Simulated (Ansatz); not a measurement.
Wanted: the native input for an Ansatz 0.2.0 run.

* Task: band structure
* Functional: HSE06
* Potentials or basis: Ansatz PAW
* Cutoff: 420 eV (not typed: the program's choice for these potentials)
* k mesh: 4 × 4 × 4
* Occupations: fermi-dirac, width 0.05 eV
* Spin: no spin polarisation
* Path: [["G", "X", "S", "Y", "G", "Z", "U", "R", "T", "Z"], ["Y", "T"], ["U", "X"], ["S", "R"]]
* Points for each segment of the path: 4

The system is TePb.

```xyz
8
Lattice="7.9717 0.0000 0.0000 0.0000 4.5706 0.0000 0.0000 0.0000 7.9150" Properties=species:S:1:pos:R:3 pbc="T T T"
Pb    7.9595    1.1426    1.9887
Pb    3.9737    1.1426    1.9688
Pb    3.9981    3.4279    5.9462
Pb    0.0122    3.4279    5.9263
Te    5.9875    1.1426    7.2550
Te    2.0017    1.1426    4.6175
Te    5.9701    3.4279    3.2975
Te    1.9842    3.4279    0.6600
```

The cell comes from a database or a generator and needn't be the stable form of this composition.

The input as run:

input

```
crystal:
  lattice:
    - [7.9717385, 0.0, 0.0]
    - [0.0, 4.57058289, 0.0]
    - [0.0, 0.0, 7.91496846]
  atoms:
    - { symbol: Pb, position: [0.99846807, 0.25, 0.25125492] }
    - { symbol: Pb, position: [0.49846807, 0.25, 0.24874508] }
    - { symbol: Pb, position: [0.50153193, 0.75, 0.75125492] }
    - { symbol: Pb, position: [0.00153193, 0.75, 0.74874508] }
    - { symbol: Te, position: [0.75109343, 0.25, 0.916617] }
    - { symbol: Te, position: [0.25109343, 0.25, 0.583383] }
    - { symbol: Te, position: [0.74890657, 0.75, 0.416617] }
    - { symbol: Te, position: [0.24890657, 0.75, 0.083383] }
hamiltonian:
  xc: hse06
  pseudopotentials: { kind: paw }
kpoints:
  mp_grid: { grid: [4, 4, 4] }
  band_path:
    path:
      - [[0.0, 0.0, 0.0], [0.0, 0.5, 0.0], [0.0, 0.5, 0.5], [0.0, 0.0, 0.5], [0.0, 0.0, 0.0], [0.5, 0.0, 0.0], [0.5, 0.5, 0.0], [0.5, 0.5, 0.5], [0.5, 0.0, 0.5], [0.5, 0.0, 0.0]]
      - [[0.0, 0.0, 0.5], [0.5, 0.0, 0.5]]
      - [[0.5, 0.5, 0.0], [0.0, 0.5, 0.0]]
      - [[0.0, 0.5, 0.5], [0.5, 0.5, 0.5]]
    npoints: 4
scf:
  occupations: { method: fermi_dirac, width: 0.05 }
  n_extra_bands: 20
output:
  forces: true
  stress: true
  eigenvalues: true
  fatbands: false
```

Results of the run:

```yaml
Pressure: -1.0 GPa
Largest_force: 0.009 eV/Å
Band_gap_on_the_k_mesh: 0.56 eV
Band_gap_along_the_path: 0.49 eV
```

Caveat: the k mesh misses the band edges, so the gap on the mesh is wider than the one along the path; spin-orbit coupling is left out, which as a rule narrows the gap of such compounds by several tenths of an eV; the PAW data sets come from PBE, with cores solved anew for the run's functional, which leaves a small shift of forces and pressure; the thresholds are loose for stress.

Run time: 7.4 min on 1 × NVIDIA H100 80GB HBM3 with 2 threads of AMD EPYC 7R13 Processor (Zen 3), with other jobs on the host, peak memory 6.2 GiB.
